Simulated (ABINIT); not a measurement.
Write the native input for ABINIT 10.8.3 (patched build) that does the following.

```yaml
Task: band structure
Functional: PBEsol
Potentials_or_basis: JTH PAW PBE v2.0 sp
Cutoff: 408 eV
k_mesh: 8 × 8 × 5
Occupations: fermi-dirac, width 0.05 eV
Spin: no spin polarisation
Fine-grid_cutoff: 816.342 eV
Exchange_and_correlation_inside_the_PAW_spheres: full angular mesh (pawxcdev 0, this build's default; the released program takes 1)
```

The system is SnSe2.

```
CELL_PARAMETERS angstrom
3.81100 0.00000 0.00000
-1.90550 3.30042 0.00000
0.00000 0.00000 6.13600
ATOMIC_POSITIONS crystal
Sn 0.00000 0.00000 0.00000
Se 0.66667 0.33333 0.75100
Se 0.33333 0.66667 0.24900
```

These files were run (other wordings do the same):

run.abi

```
# Datasets: ground state, then fixed potential
ndtset 2

# Pseudopotentials
pp_dirpath "./"
pseudos "Sn.GGA_PBE-JTH_sp.xml, Se.GGA_PBE-JTH.xml"

# Structure
acell 7.2017462609 7.2017462609 11.5953595007
rprim
     1.0000000000     0.0000000000     0.0000000000
    -0.5000000000     0.8660254038     0.0000000000
     0.0000000000     0.0000000000     1.0000000000
ntypat 2
znucl 50 34
natom 3
typat 1 2 2
xcart
     0.0000000000     0.0000000000     0.0000000000
     1.9055000002     1.1001409378     4.6081360000
    -0.0000000002     2.2002818760     1.5278640000 Angstrom

# Plane-wave basis
ecut 408.170794 eV
pawecutdg 30.0

# Exchange and correlation
ixc -116133

# Bands and occupations
occopt 3
tsmear 0.00183747

# SCF cycle
nstep 100

# Output
iomode 3
prtwf 0
prteig 0
prtebands 0
enunit 1
prtden1 1

# Dataset 1
kptopt1 1
ngkpt1 8 8 5
nshiftk1 1
shiftk1 0.0 0.0 0.0
nband1 12
tolvrs1 1.0e-9

# Dataset 2: bands along G-M-K-G-A-L-H-A
iscf2 -2
getden2 1
nband2 16
nbdbuf2 2
tolwfr2 1.0e-12
kptopt2 -7
ndivsm2 5
prteig2 1
kptbounds2
     0.0000000000     0.0000000000     0.0000000000
     0.5000000000     0.0000000000     0.0000000000
     0.3333333333     0.3333333333     0.0000000000
     0.0000000000     0.0000000000     0.0000000000
     0.0000000000     0.0000000000     0.5000000000
     0.5000000000     0.0000000000     0.5000000000
     0.3333333333     0.3333333333     0.5000000000
     0.0000000000     0.0000000000     0.5000000000
```

Potentials or basis: JTH PAW PBE v2.0 sp.

Launch:

```bash
$ abinit run.abi > log 2>&1
```

Results of the run:

```yaml
Largest_force: 0.661 eV/Å
Band_gap_on_the_k_mesh: 0.71 eV, indirect (least direct gap 0.98 eV)
Valence_electrons_inside_the_program's_atomic_spheres: Sn 2.51; Se 3.93
```

Caveat: the PAW data sets were made with another functional, which shifts forces and pressure a little; spin-orbit coupling is left out, which moves the levels of the heavy elements; this set keeps more shells in the core, which shifts pressures and gaps; an odd mesh through Γ misses points on the zone boundary, where band edges often lie.

Wall time 44 s on 1 thread of Arm Neoverse V2, with other jobs on the host, peak memory 0.12 GiB.
